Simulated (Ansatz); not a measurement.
Relaxed Li$_{2}$O (anti-fluorite):

```xyz
3
Lattice="0.0000 2.2900 2.2900 2.2900 0.0000 2.2900 2.2900 2.2900 0.0000" Properties=species:S:1:pos:R:3 pbc="T T T"
O      0.0000     0.0000     0.0000
Li     1.1450     1.1450     1.1450
Li     3.4350     3.4350     3.4350
```

Level of theory: PBEsol (plane waves to 420 eV, PAW, scalar-relativistic; Ansatz, a program for electronic structure). k mesh 10×10×10 (Γ-centred), Fermi-Dirac smearing 0.05 eV. Li2O was relaxed with its symmetry unable to fall.

One atom of the cell was then moved (with its periodic images), all else fixed, and the forces (eV/Å) came out as:

```csv
atom,Fx,Fy,Fz
O1,0.000,0.000,-0.215
Li2,0.000,0.000,0.107
Li3,0.000,0.000,0.107
```

Question: Which atom was moved, and by which vector (Å)?

Answer: O1, by (0.00, 0.00, 0.04), 0.04 Å in all.

(A displaced cell: forces are minus the slopes of the energy, force constants its curvatures, and phonons follow from these.)
